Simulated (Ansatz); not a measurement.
## NaH: electron density at the nuclei under pressure

```
Na H
1.0
     0.00000    2.44000    2.44000
     2.44000    0.00000    2.44000
     2.44000    2.44000    0.00000
Na H
1 1
Cartesian
  0.0000 0.0000 0.0000
  2.4400 2.4400 2.4400
```

Atom numbers follow the list: Na1, H2.

The cell is COD entry 9008680, as deposited and not checked against the literature; nothing was relaxed.

Computed with Ansatz 0.2.0, DFT, PBEsol, all-electron PAW with datasets made for the crystal, scalar-relativistic.

Sampling and basis: a Γ-centred 9×9×9 k mesh, Fermi–Dirac smearing of 0.03 eV, cutoff 160 eV (chosen by the program for this cell), no spin polarisation.

The contact density is the mean electron density over the nuclear volume; its changes follow the s electrons' response to bonding and compression. Changes below are taken from the unscaled cell, where it is 5879.38 e/Å³ at Na1, 2.55813 e/Å³ at H2.

Volumes at which the program chose other datasets or cutoffs are left out.

```
V/V(cell)  P (GPa)  Δρ(0) Na1 (e/Å³)  Δρ(0) H2 (e/Å³)
   0.9600     -0.3                 ?             0.02
   0.9800     -0.8              0.05             0.01
   0.9900     -1.0              0.02             0.01
   1.0000     -1.2              0.00             0.00
   1.0100     -1.4             -0.02            -0.01
   1.0200     -1.6             -0.05            -0.01
   1.0400     -1.9                 ?            -0.02
   1.0600     -2.2                 ?            -0.03
```

Give the missing entry: row "1.0400", column "Δρ(0) Na1 (e/Å³)".

-0.09.

What belongs in the row "0.9600", column "Δρ(0) Na1 (e/Å³)"?

0.10.

Give the missing entry: row "1.0600", column "Δρ(0) Na1 (e/Å³)".

-0.13.

The datasets are made afresh for each cell, so very small changes are uncertain.
